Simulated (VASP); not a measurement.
# InSe monolayer under biaxial strain, part 6 of 7

How do the gap and the band positions of InSe monolayer follow biaxial strain?

VASP 6.6.1, plane waves and PAW; the level of theory is named at each step.

So far. Step 15 (Strained, atoms relaxed, biaxial strain 0.01): The run ended after 7 ionic steps, 0.003 eV below its first step, once the forces on the free atoms met EDIFFG = -0.015.

### 16. Strained, levels with spin-orbit coupling, biaxial strain 0.01

This step: PBE with D3(BJ), spin-orbit coupling; plane waves and PAW (In, Se) (VASP 6.6.1).

Contents of INCAR:

```
SYSTEM = InSe
PREC = Normal
ENCUT = 350
EDIFF = 1E-06
NELM = 120
ISMEAR = 0
SIGMA = 0.03
LREAL = .FALSE.
ALGO = Fast
GGA = PE
IVDW = 12
LNONCOLLINEAR = .TRUE.
MAGMOM = 0 0 0 0 0 0 0 0 0 0 0 0
NBANDS = 30
GGA_COMPAT = .FALSE.
LASPH = .TRUE.
LSORBIT = .TRUE.
LWAVE = .FALSE.
LCHARG = .FALSE.
KPAR = 4
IDIPOL = 3
LDIPOL = .TRUE.
DIPOL = 0.5 0.5 0.5
LVHAR = .TRUE.
LVACPOTAV = .TRUE.
```

Contents of POSCAR:

```
InSe
1.0
    4.0780976525      0.0000000000      0.0000000000
   -2.0390488262      3.5317361662      0.0000000000
    0.0000000000      0.0000000000     22.0000000000
In Se
2 2
Direct
    0.3333333333      0.6666666667      0.4366272226
    0.3333333333      0.6666666667      0.5633727774
    0.6666666667      0.3333333333      0.3783452012
    0.6666666667      0.3333333333      0.6216547988
```

Contents of KPOINTS:

```
Automatic mesh
0
Gamma
9 9 1
0 0 0
```

Contents of KPOINTS_OPT:

```
Line mode
14
Line-mode
Reciprocal
  0.00000000   0.00000000   0.00000000 GAMMA
  0.50000000   0.00000000   0.00000000 M

  0.50000000   0.00000000   0.00000000 M
  0.33333333   0.33333333   0.00000000 K

  0.33333333   0.33333333   0.00000000 K
  0.00000000   0.00000000   0.00000000 GAMMA
```

The projector-augmented-wave data sets are In and Se (PBE family, release 64).

On the command line:

```console
mpirun -np 4 vasp_ncl
```

What it wrote:

```text
[... set-up lines as in an earlier step ...]
 entering main loop
       N       E                     dE             d eps       ncg     rms          rms(c)
DAV:   1     0.105438484268E+03    0.10544E+03   -0.43297E+03  1140   0.613E+02
DAV:   2     0.233771436914E+01   -0.10310E+03   -0.99124E+02  1654   0.132E+02
DAV:   3    -0.142116954054E+02   -0.16549E+02   -0.16365E+02  1470   0.577E+01
DAV:   4    -0.147816643600E+02   -0.56997E+00   -0.56814E+00  1418   0.132E+01
[...]
RMM:  21    -0.142845528631E+02   -0.40040E-05   -0.17957E-07   905   0.140E-03    0.876E-04
RMM:  22    -0.142845545922E+02   -0.17291E-05   -0.60345E-08   700   0.955E-04    0.604E-04
RMM:  23    -0.142845550210E+02   -0.42874E-06   -0.27904E-08   569   0.925E-04
 [... a notice as in an earlier step ...]

   1 F= -.15150203E+02 E0= -.15150203E+02  d E =-.804339E-14  mag=    -0.0000    -0.0000     0.0000
 Start KPOINTS_OPT (optional k-point list driver)
k-point batch [1-19\42]
       N       E                     dE             ncg
DAV:   1    -0.346039853085E+03   -0.51525E+04     1148
DAV:   2    -0.220035762870E+04   -0.18543E+04     1720
DAV:   3    -0.249428967434E+04   -0.29393E+03     1382
DAV:   4    -0.250470691477E+04   -0.10417E+02     1380
[...]
DAV:   8    -0.250499294858E+04   -0.19675E-04     1444
DAV:   9    -0.250499294971E+04   -0.11315E-05     1162
DAV:  10    -0.250499294978E+04   -0.69020E-07      916
[...]
k-point batch [39-42\42]
       N       E                     dE             ncg
DAV:   1     0.539752053077E+04   -0.13493E+03      248
DAV:   2     0.504446756828E+04   -0.35305E+03      360
DAV:   3     0.497887773847E+04   -0.65590E+02      292
DAV:   4     0.497683810311E+04   -0.20396E+01      328
DAV:   5     0.497677254110E+04   -0.65562E-01      346
DAV:   6     0.497677023297E+04   -0.23081E-02      330
DAV:   7     0.497677014936E+04   -0.83605E-04      364
DAV:   8     0.497677014814E+04   -0.12247E-05      292
DAV:   9     0.497677014806E+04   -0.78351E-07      222
```

Elapsed: 4.3 min, on 4 MPI ranks of AMD EPYC 7571, shared host; peak memory 2.1 GiB; 14 min of CPU time.

Parts of OUTCAR (step 16):

```text
 Edisp (eV)   -0.86565

  Total      -0.60378    -0.60378    -0.03170    -0.00000     0.00000    -0.00000
  in kB      -3.05296    -3.05296    -0.16027    -0.00000     0.00000    -0.00000
  external pressure =       -2.09 kB  Pullay stress =        0.00 kB

 POSITION                                       TOTAL-FORCE (eV/Angst)
 -----------------------------------------------------------------------------------
     -0.00000      2.35449      9.60580        -0.000000      0.000000      0.003425
     -0.00000      2.35449     12.39420        -0.000000      0.000000     -0.003425
      2.03905      1.17725      8.32359         0.000000      0.000000      0.001586
      2.03905      1.17725     13.67641         0.000000      0.000000     -0.001586
 -----------------------------------------------------------------------------------
    total drift:                                0.000001     -0.000001      0.000000

  FREE ENERGIE OF THE ION-ELECTRON SYSTEM (eV)
  ---------------------------------------------------
  free  energy   TOTEN  =       -15.1502028123 eV

  energy  without entropy=      -15.1502028123  energy(sigma->0) =      -15.15020281

[... 2 parts as in an earlier step ...]

[... 1 further part left out ...]
[key lines of the parts left out:]
E-fermi :  -2.7511
```

On-site spin-orbit energy by atom:

| atom | on-site spin-orbit energy (eV) |
| --- | --- |
| In1 | -0.0322 |
| In2 | -0.0322 |
| Se3 | -0.0418 |
| Se4 | -0.0418 |

### 17. Strained, atoms relaxed, biaxial strain 0.02

This step: PBE with D3(BJ); plane waves and PAW (In, Se) (VASP 6.6.1).

Contents of INCAR:

```
SYSTEM = InSe
PREC = Normal
ENCUT = 350
EDIFF = 1E-06
NELM = 120
ISMEAR = 0
SIGMA = 0.03
LREAL = .FALSE.
ALGO = Fast
GGA = PE
IVDW = 12
NBANDS = 15
LORBIT = 11
LWAVE = .FALSE.
LCHARG = .FALSE.
KPAR = 4
IBRION = 2
NSW = 30
ISIF = 2
EDIFFG = -0.015
POTIM = 0.4
MAXMIX = 40
IDIPOL = 3
LDIPOL = .TRUE.
DIPOL = 0.5 0.5 0.5
```

Contents of POSCAR:

```
InSe
1.0
    4.1184748570      0.0000000000      0.0000000000
   -2.0592374285      3.5667038510      0.0000000000
    0.0000000000      0.0000000000     22.0000000000
In Se
2 2
Direct
    0.3333333333      0.6666666667      0.4366860628
    0.3333333333      0.6666666667      0.5633139372
    0.6666666667      0.3333333333      0.3773759262
    0.6666666667      0.3333333333      0.6226240738
```

KPOINTS is that of step 16.

On the command line:

```console
mpirun -np 4 vasp_std
```

What it wrote:

```text
[... set-up lines as in an earlier step ...]
 entering main loop
       N       E                     dE             d eps       ncg     rms          rms(c)
DAV:   1     0.103890268824E+03    0.10389E+03   -0.43970E+03   360   0.608E+02
DAV:   2    -0.747280590171E+00   -0.10464E+03   -0.97719E+02   529   0.129E+02
DAV:   3    -0.143461301969E+02   -0.13599E+02   -0.13455E+02   479   0.546E+01
DAV:   4    -0.147123761215E+02   -0.36625E+00   -0.36561E+00   465   0.108E+01
[...]
RMM:  15    -0.142007348755E+02   -0.89640E-05   -0.51497E-06   295   0.902E-03    0.558E-03
RMM:  16    -0.142007515201E+02   -0.16645E-04   -0.53266E-06   291   0.836E-03    0.272E-03
RMM:  17    -0.142007524900E+02   -0.96986E-06   -0.51752E-07   252   0.336E-03
   1 F= -.15044909E+02 E0= -.15044909E+02  d E =-.150449E+02
[... from here on, the cycles between the ionic steps are left out ...]
   2 F= -.15053972E+02 E0= -.15053972E+02  d E =-.906318E-02
   3 F= -.15055077E+02 E0= -.15055077E+02  d E =-.101677E-01
   4 F= -.15055872E+02 E0= -.15055872E+02  d E =-.794974E-03
   5 F= -.15057484E+02 E0= -.15057484E+02  d E =-.240700E-02
   6 F= -.15057763E+02 E0= -.15057763E+02  d E =-.268639E-02
   7 F= -.15058135E+02 E0= -.15058135E+02  d E =-.305871E-02
[...]
reached required accuracy - stopping structural energy minimisation
```

It took 76 s on 4 MPI ranks; peak memory 0.84 GiB.

Parts of OUTCAR (step 17):

```text
 Edisp (eV)   -0.85185

 Edisp (eV)   -0.84989

  Total      -1.14967    -1.14967    -0.01867     0.00000     0.00000    -0.00000
  in kB      -5.69977    -5.69977    -0.09257     0.00000     0.00000    -0.00000
  external pressure =       -3.83 kB  Pullay stress =        0.00 kB

 POSITION                                       TOTAL-FORCE (eV/Angst)
 -----------------------------------------------------------------------------------
     -0.00000      2.37780      9.60438         0.000000      0.000000     -0.000735
     -0.00000      2.37780     12.39562         0.000000     -0.000000      0.000735
      2.05924      1.18890      8.34512        -0.000000      0.000000      0.001864
      2.05924      1.18890     13.65488        -0.000000      0.000000     -0.001864
 -----------------------------------------------------------------------------------
    total drift:                               -0.000001      0.000000      0.000000

  FREE ENERGIE OF THE ION-ELECTRON SYSTEM (eV)
  ---------------------------------------------------
  free  energy   TOTEN  =       -15.0581353371 eV

  energy  without entropy=      -15.0581353371  energy(sigma->0) =      -15.05813534

[... 2 parts as in an earlier step ...]

[... 2 further parts left out ...]
[key lines of the parts left out:]
E-fermi :  -2.7919
```

The run ended after 7 ionic steps, 0.013 eV below its first step, once the forces on the free atoms met EDIFFG = -0.015.

### 18. Strained, levels with spin-orbit coupling, biaxial strain 0.02

This step: PBE with D3(BJ), spin-orbit coupling; plane waves and PAW (In, Se) (VASP 6.6.1).

Contents of INCAR:

```
SYSTEM = InSe
PREC = Normal
ENCUT = 350
EDIFF = 1E-06
NELM = 120
ISMEAR = 0
SIGMA = 0.03
LREAL = .FALSE.
ALGO = Fast
GGA = PE
IVDW = 12
LNONCOLLINEAR = .TRUE.
MAGMOM = 0 0 0 0 0 0 0 0 0 0 0 0
NBANDS = 30
GGA_COMPAT = .FALSE.
LASPH = .TRUE.
LSORBIT = .TRUE.
LWAVE = .FALSE.
LCHARG = .FALSE.
KPAR = 4
IDIPOL = 3
LDIPOL = .TRUE.
DIPOL = 0.5 0.5 0.5
LVHAR = .TRUE.
LVACPOTAV = .TRUE.
```

Contents of POSCAR:

```
InSe
1.0
    4.1184748570      0.0000000000      0.0000000000
   -2.0592374285      3.5667038510      0.0000000000
    0.0000000000      0.0000000000     22.0000000000
In Se
2 2
Direct
    0.3333333333      0.6666666667      0.4365626561
    0.3333333333      0.6666666667      0.5634373439
    0.6666666667      0.3333333333      0.3793237627
    0.6666666667      0.3333333333      0.6206762373
```

KPOINTS is that of step 17.

KPOINTS_OPT is that of step 16.

On the command line:

```console
mpirun -np 4 vasp_ncl
```

What it wrote:

```text
[... set-up lines as in an earlier step ...]
 entering main loop
       N       E                     dE             d eps       ncg     rms          rms(c)
DAV:   1     0.105013336073E+03    0.10501E+03   -0.42487E+03  1140   0.606E+02
DAV:   2     0.240426327588E+01   -0.10261E+03   -0.98667E+02  1676   0.132E+02
DAV:   3    -0.142109031761E+02   -0.16615E+02   -0.16417E+02  1476   0.575E+01
DAV:   4    -0.147837200110E+02   -0.57282E+00   -0.57146E+00  1438   0.132E+01
[...]
RMM:  21    -0.142832319287E+02   -0.47987E-05   -0.26339E-07   996   0.163E-03    0.106E-03
RMM:  22    -0.142832329441E+02   -0.10154E-05   -0.34409E-08   616   0.830E-04    0.648E-04
RMM:  23    -0.142832334313E+02   -0.48728E-06   -0.44465E-08   648   0.105E-03
 [... a notice as in an earlier step ...]

   1 F= -.15133121E+02 E0= -.15133121E+02  d E =-.102885E-19  mag=    -0.0000    -0.0000     0.0000
 Start KPOINTS_OPT (optional k-point list driver)
k-point batch [1-19\42]
       N       E                     dE             ncg
DAV:   1    -0.350941145795E+03   -0.51383E+04     1140
DAV:   2    -0.221457945315E+04   -0.18636E+04     1710
DAV:   3    -0.250958247692E+04   -0.29500E+03     1422
DAV:   4    -0.251976740718E+04   -0.10185E+02     1432
DAV:   5    -0.252004044005E+04   -0.27303E+00     1514
DAV:   6    -0.252004792239E+04   -0.74823E-02     1476
DAV:   7    -0.252004826790E+04   -0.34552E-03     1500
DAV:   8    -0.252004828540E+04   -0.17500E-04     1444
DAV:   9    -0.252004828629E+04   -0.89039E-06     1116
[...]
k-point batch [39-42\42]
       N       E                     dE             ncg
DAV:   1     0.538473118422E+04   -0.11941E+03      240
DAV:   2     0.501711102614E+04   -0.36762E+03      360
DAV:   3     0.495044389323E+04   -0.66667E+02      314
DAV:   4     0.494853147661E+04   -0.19124E+01      328
DAV:   5     0.494847401550E+04   -0.57461E-01      342
DAV:   6     0.494847279768E+04   -0.12178E-02      324
DAV:   7     0.494847273023E+04   -0.67450E-04      362
DAV:   8     0.494847272822E+04   -0.20109E-05      280
DAV:   9     0.494847272809E+04   -0.13431E-06      250
```

It took 4.2 min on 4 MPI ranks; peak memory 2.1 GiB; 15 min of CPU time.

Parts of OUTCAR (step 18):

```text
 Edisp (eV)   -0.84989

  Total      -1.15036    -1.15036    -0.03961     0.00000     0.00000    -0.00000
  in kB      -5.70318    -5.70318    -0.19638     0.00000     0.00000    -0.00000
  external pressure =       -3.87 kB  Pullay stress =        0.00 kB

 POSITION                                       TOTAL-FORCE (eV/Angst)
 -----------------------------------------------------------------------------------
     -0.00000      2.37780      9.60438         0.000000      0.000000      0.005866
     -0.00000      2.37780     12.39562         0.000000      0.000000     -0.005866
      2.05924      1.18890      8.34512        -0.000000     -0.000000      0.000797
      2.05924      1.18890     13.65488         0.000000      0.000000     -0.000797
 -----------------------------------------------------------------------------------
    total drift:                               -0.000000      0.000000      0.000000

  FREE ENERGIE OF THE ION-ELECTRON SYSTEM (eV)
  ---------------------------------------------------
  free  energy   TOTEN  =       -15.1331205746 eV

  energy  without entropy=      -15.1331205746  energy(sigma->0) =      -15.13312057

[... 2 parts as in an earlier step ...]

[... 1 further part left out ...]
[key lines of the parts left out:]
E-fermi :  -2.7175
```

On-site spin-orbit energy by atom:

| atom | on-site spin-orbit energy (eV) |
| --- | --- |
| In1 | -0.0319 |
| In2 | -0.0319 |
| Se3 | -0.0421 |
| Se4 | -0.0421 |

### 19. Strained, atoms relaxed, biaxial strain 0.03

This step: PBE with D3(BJ); plane waves and PAW (In, Se) (VASP 6.6.1).

Contents of INCAR:

```
SYSTEM = InSe
PREC = Normal
ENCUT = 350
EDIFF = 1E-06
NELM = 120
ISMEAR = 0
SIGMA = 0.03
LREAL = .FALSE.
ALGO = Fast
GGA = PE
IVDW = 12
NBANDS = 15
LORBIT = 11
LWAVE = .FALSE.
LCHARG = .FALSE.
KPAR = 4
IBRION = 2
NSW = 30
ISIF = 2
EDIFFG = -0.015
POTIM = 0.4
MAXMIX = 40
IDIPOL = 3
LDIPOL = .TRUE.
DIPOL = 0.5 0.5 0.5
```

Contents of POSCAR:

```
InSe
1.0
    4.1588520614      0.0000000000      0.0000000000
   -2.0794260307      3.6016715358      0.0000000000
    0.0000000000      0.0000000000     22.0000000000
In Se
2 2
Direct
    0.3333333333      0.6666666667      0.4366860628
    0.3333333333      0.6666666667      0.5633139372
    0.6666666667      0.3333333333      0.3773759262
    0.6666666667      0.3333333333      0.6226240738
```

KPOINTS is that of step 18.

On the command line:

```console
mpirun -np 4 vasp_std
```

What it wrote:

```text
[... set-up lines as in an earlier step ...]
 entering main loop
       N       E                     dE             d eps       ncg     rms          rms(c)
DAV:   1     0.989577208628E+02    0.98958E+02   -0.43989E+03   360   0.609E+02
DAV:   2    -0.110939568971E+01   -0.10007E+03   -0.95300E+02   554   0.125E+02
DAV:   3    -0.143393253915E+02   -0.13230E+02   -0.13093E+02   465   0.534E+01
DAV:   4    -0.146944601385E+02   -0.35513E+00   -0.35456E+00   451   0.108E+01
[...]
RMM:  15    -0.141763427675E+02   -0.44713E-05   -0.22686E-06   269   0.690E-03    0.475E-03
RMM:  16    -0.141763629755E+02   -0.20208E-04   -0.53327E-06   300   0.794E-03    0.155E-03
RMM:  17    -0.141763634138E+02   -0.43834E-06   -0.71316E-07   259   0.349E-03
   1 F= -.15002379E+02 E0= -.15002379E+02  d E =-.150024E+02
[... from here on, the cycles between the ionic steps are left out ...]
   2 F= -.15021257E+02 E0= -.15021257E+02  d E =-.188783E-01
   3 F= -.15024001E+02 E0= -.15024001E+02  d E =-.216214E-01
   4 F= -.15025699E+02 E0= -.15025699E+02  d E =-.169857E-02
   5 F= -.15029346E+02 E0= -.15029346E+02  d E =-.534539E-02
   6 F= -.15029730E+02 E0= -.15029730E+02  d E =-.572925E-02
   7 F= -.15030732E+02 E0= -.15030732E+02  d E =-.673180E-02
[...]
reached required accuracy - stopping structural energy minimisation
```

Run time: 66 s. Hardware: 4 MPI ranks; peak memory 0.84 GiB.

OUTCAR, selected parts (step 19):

```text
 Edisp (eV)   -0.83771

 Edisp (eV)   -0.83448

  Total      -1.66723    -1.66723    -0.02064     0.00000     0.00000     0.00000
  in kB      -8.10597    -8.10597    -0.10037     0.00000     0.00000     0.00000
  external pressure =       -5.44 kB  Pullay stress =        0.00 kB

 POSITION                                       TOTAL-FORCE (eV/Angst)
 -----------------------------------------------------------------------------------
     -0.00000      2.40111      9.60313         0.000000     -0.000000     -0.002834
     -0.00000      2.40111     12.39687         0.000000     -0.000000      0.002834
      2.07943      1.20056      8.36651        -0.000000      0.000000      0.003113
      2.07943      1.20056     13.63349        -0.000000      0.000000     -0.003113
 -----------------------------------------------------------------------------------
    total drift:                               -0.000002      0.000001     -0.000000

  FREE ENERGIE OF THE ION-ELECTRON SYSTEM (eV)
  ---------------------------------------------------
  free  energy   TOTEN  =       -15.0307323791 eV

  energy  without entropy=      -15.0307323791  energy(sigma->0) =      -15.03073238

[... 2 parts as in an earlier step ...]

[... 2 further parts left out ...]
[key lines of the parts left out:]
E-fermi :  -2.7886
```

The run ended after 7 ionic steps, 0.028 eV below its first step, once the forces on the free atoms met EDIFFG = -0.015.

### 20. Strained, levels with spin-orbit coupling, biaxial strain 0.03

This step: PBE with D3(BJ), spin-orbit coupling; plane waves and PAW (In, Se) (VASP 6.6.1).

Contents of INCAR:

```
SYSTEM = InSe
PREC = Normal
ENCUT = 350
EDIFF = 1E-06
NELM = 120
ISMEAR = 0
SIGMA = 0.03
LREAL = .FALSE.
ALGO = Fast
GGA = PE
IVDW = 12
LNONCOLLINEAR = .TRUE.
MAGMOM = 0 0 0 0 0 0 0 0 0 0 0 0
NBANDS = 30
GGA_COMPAT = .FALSE.
LASPH = .TRUE.
LSORBIT = .TRUE.
LWAVE = .FALSE.
LCHARG = .FALSE.
KPAR = 4
IDIPOL = 3
LDIPOL = .TRUE.
DIPOL = 0.5 0.5 0.5
LVHAR = .TRUE.
LVACPOTAV = .TRUE.
```

Contents of POSCAR:

```
InSe
1.0
    4.1588520614      0.0000000000      0.0000000000
   -2.0794260307      3.6016715358      0.0000000000
    0.0000000000      0.0000000000     22.0000000000
In Se
2 2
Direct
    0.3333333333      0.6666666667      0.4365060178
    0.3333333333      0.6666666667      0.5634939822
    0.6666666667      0.3333333333      0.3802959337
    0.6666666667      0.3333333333      0.6197040663
```

KPOINTS is that of step 19.

KPOINTS_OPT is that of step 18.

On the command line:

```console
mpirun -np 4 vasp_ncl
```

What it wrote:

```text
[... set-up lines as in an earlier step ...]
 entering main loop
       N       E                     dE             d eps       ncg     rms          rms(c)
DAV:   1     0.102684723324E+03    0.10268E+03   -0.42287E+03  1148   0.605E+02
DAV:   2     0.185522441960E+01   -0.10083E+03   -0.97060E+02  1692   0.131E+02
DAV:   3    -0.142302729079E+02   -0.16085E+02   -0.15904E+02  1468   0.566E+01
DAV:   4    -0.147769706415E+02   -0.54670E+00   -0.54532E+00  1402   0.129E+01
[...]
RMM:  20    -0.142712692489E+02   -0.68010E-05   -0.17291E-07   907   0.153E-03    0.539E-04
RMM:  21    -0.142712742016E+02   -0.49527E-05   -0.29006E-07  1019   0.166E-03    0.995E-04
RMM:  22    -0.142712751462E+02   -0.94452E-06   -0.37010E-08   633   0.841E-04
 [... a notice as in an earlier step ...]

   1 F= -.15105752E+02 E0= -.15105752E+02  d E =-.361376E-12  mag=     0.0000     0.0000     0.0000
 Start KPOINTS_OPT (optional k-point list driver)
k-point batch [1-19\42]
       N       E                     dE             ncg
DAV:   1    -0.372776402691E+03   -0.50724E+04     1148
DAV:   2    -0.222628190300E+04   -0.18535E+04     1722
DAV:   3    -0.252327293214E+04   -0.29699E+03     1426
DAV:   4    -0.253363669597E+04   -0.10364E+02     1390
[...]
DAV:   8    -0.253391495381E+04   -0.17973E-04     1422
DAV:   9    -0.253391495482E+04   -0.10075E-05     1180
DAV:  10    -0.253391495488E+04   -0.67030E-07      938
[...]
k-point batch [39-42\42]
       N       E                     dE             ncg
DAV:   1     0.533533115115E+04   -0.11630E+03      240
DAV:   2     0.496523012583E+04   -0.37010E+03      388
DAV:   3     0.489640036180E+04   -0.68830E+02      312
DAV:   4     0.489435073996E+04   -0.20496E+01      300
DAV:   5     0.489429017282E+04   -0.60567E-01      344
DAV:   6     0.489428822388E+04   -0.19489E-02      316
DAV:   7     0.489428811092E+04   -0.11296E-03      360
DAV:   8     0.489428810715E+04   -0.37709E-05      300
DAV:   9     0.489428810690E+04   -0.24728E-06      296
```

Elapsed: 4.2 min, on 4 MPI ranks; peak memory 2.1 GiB.

From OUTCAR (step 20):

```text
 Edisp (eV)   -0.83448

  Total      -1.67835    -1.67835    -0.04892     0.00000     0.00000    -0.00000
  in kB      -8.16006    -8.16006    -0.23787     0.00000     0.00000    -0.00000
  external pressure =       -5.52 kB  Pullay stress =        0.00 kB

 POSITION                                       TOTAL-FORCE (eV/Angst)
 -----------------------------------------------------------------------------------
     -0.00000      2.40111      9.60313         0.000000     -0.000000      0.003153
     -0.00000      2.40111     12.39687         0.000000      0.000000     -0.003153
      2.07943      1.20056      8.36651        -0.000000     -0.000000      0.003148
      2.07943      1.20056     13.63349        -0.000000     -0.000000     -0.003148
 -----------------------------------------------------------------------------------
    total drift:                               -0.000002      0.000001      0.000000

  FREE ENERGIE OF THE ION-ELECTRON SYSTEM (eV)
  ---------------------------------------------------
  free  energy   TOTEN  =       -15.1057521006 eV

  energy  without entropy=      -15.1057521006  energy(sigma->0) =      -15.10575210

[... 2 parts as in an earlier step ...]

[... 1 further part left out ...]
[key lines of the parts left out:]
E-fermi :  -2.7724
```

(Part 6 of 7 ends here.)

[Lines on the potential files, build, host, timing and source positions are cut from VASP's logs without a mark.]

[Logs are printed without paths, hosts, clocks, repeated set-up lines and the standing remarks that a program may print on its own settings, such as how far it seeks lower states.]

[Hosts, paths, dates, database ids (printed as entryN), source tags and the programs' standing remarks are cut or masked in the printed files.]

[Runs that stopped without an error message from VASP are left out.]
